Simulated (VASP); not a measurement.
A run of VASP 6.6.1:

INCAR

```
PREC = Accurate ; ENCUT = 600
EDIFF = 1E-7 ; ISMEAR = 1
SIGMA = 0.1 ; LREAL = F
LASPH = T ; NELM = 80
ALGO = Normal ; ISIF = 3
LWAVE = F ; LCHARG = F
GGA = AM ; IBRION = 2
NSW = 90 ; EDIFFG = -0.005
```

File KPOINTS:

```
Automatic mesh
0
Gamma
  15 15 10
```

Contents of POSCAR:

```
MgB2                                    
1.0
    3.0605957177     -0.0000000000     -0.0000000000
   -1.5302978589      2.6505536423     -0.0000000000
   -0.0000000000      0.0000000000      3.5050647709
  Mg              B             
     1     2
Direct
     0.0000000000000000    0.0000000000000000    1.0000000000000000
     0.3333333332999970    0.6666666667000030    0.5000000000000000
     0.6666666667000030    0.3333333332999970    0.5000000000000000
```

Potentials or basis: VASP PAW PBE potentials, release 64 (Mg, B).

The run is started by

```bash
$ cat potpaw_PBE.64/Mg/POTCAR potpaw_PBE.64/B/POTCAR > POTCAR
$ mpirun -np 1 vasp_std > vasp.out
```

Hardware: 1 thread of Intel(R) Xeon(R) 6975P-C (Granite Rapids), on a shared host.

Question: Estimate the wall time of this run.

Answer: It took 18 s on 1 thread of Intel(R) Xeon(R) 6975P-C (Granite Rapids), on a shared host, peak memory 0.18 GiB. Counts: scf iterations 17, k points 162, ion steps 2.
